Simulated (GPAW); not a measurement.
Runs of GPAW 26.7.0 on MgO. The structure is cubic, space group Fm-3m (No. 225). The conventional cell has a = 4.194 Å, b = 4.194 Å, c = 4.194 Å, α = 90.00°, β = 90.00°, γ = 90.00°. Mg (site symmetry m-3m) has 6 O at 2.10 Å as nearest neighbours. O (site symmetry m-3m) is surrounded by 6 Mg at 2.10 Å. The cell is a database's computed one.

```tsv
task	level	potentials or basis	cell	k mesh	optimizer	fmax	max steps	convergence	gap on the mesh (eV)	pressure (GPa)	relaxed volume (Å³/atom)
relaxation of cell and atoms	PBEsol+D3(BJ)+ATM	PAW data sets generated in the run's folder for this functional, pw	relaxed	11 × 11 × 11	BFGS	0.02 eV/Å	60	density=1e-05 forces=0.0001	4.81	0.0	9.20
single point	RPBE	the program's PAW data sets (release 1.2.1) made for this functional, pw	as given	11 × 11 × 11	-	-	-	-	5.00	(b)	-
relaxation of cell and atoms	PBEsol+D4	PAW data sets generated in the run's folder for this functional, pw	relaxed	11 × 11 × 11	BFGS	0.02 eV/Å	60	density=1e-05 forces=0.0001	(c)	0.0	9.30
relaxation of cell and atoms	revPBE+D4	the program's PAW data sets (release 1.2.1) made for this functional, pw	relaxed	11 × 11 × 11	FIRE	0.02 eV/Å	40	density=1e-05 forces=0.0001	(a)	-0.3	9.46
```

Alike in all rows: no spin polarisation; cutoff (eV) 800; smearing fermi-dirac 0.05 eV.

Question: Fill in the values left out.

Answer: (a) 4.73; (b) 12.1; (c) 4.70.

Caveats: an odd mesh through Γ misses points on the zone boundary, where band edges often lie; later steps reuse the first step's grids (some runs).

Not every run made on this cell is shown here.
